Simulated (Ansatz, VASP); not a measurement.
## Bi in VASP and in Ansatz

```
CELL_PARAMETERS angstrom
3.22221 0.00000 0.00000
0.00000 3.22221 0.00000
0.00000 0.00000 3.22221
ATOMIC_POSITIONS crystal
Bi 0.00000 0.00000 0.00000
```

Alike in both runs: task single point; functional PBEsol; k mesh 11 × 11 × 11; occupations fermi-dirac, width 0.1 eV; no spin polarisation.

```csv
,VASP,Ansatz
version,VASP 6.6.1,Ansatz 0.2.0
potentials or method,"VASP PAW PBE potentials, release 64 (Bi_d)","plane waves (420 eV) with PAW, scalar-relativistic"
plane-wave cutoff (eV),520,420
valence electrons in the cell,15,15
```

```csv
,VASP,Ansatz,Ansatz less VASP
pressure (GPa),0.1,0.1,+0.02
```

With one functional, cell and mesh, what is left measures potentials, basis and numerics. Ansatz warned: «pseudo_functional_mismatch».

Caveats: the PAW data sets were made with another functional, which shifts forces and pressure a little (VASP).
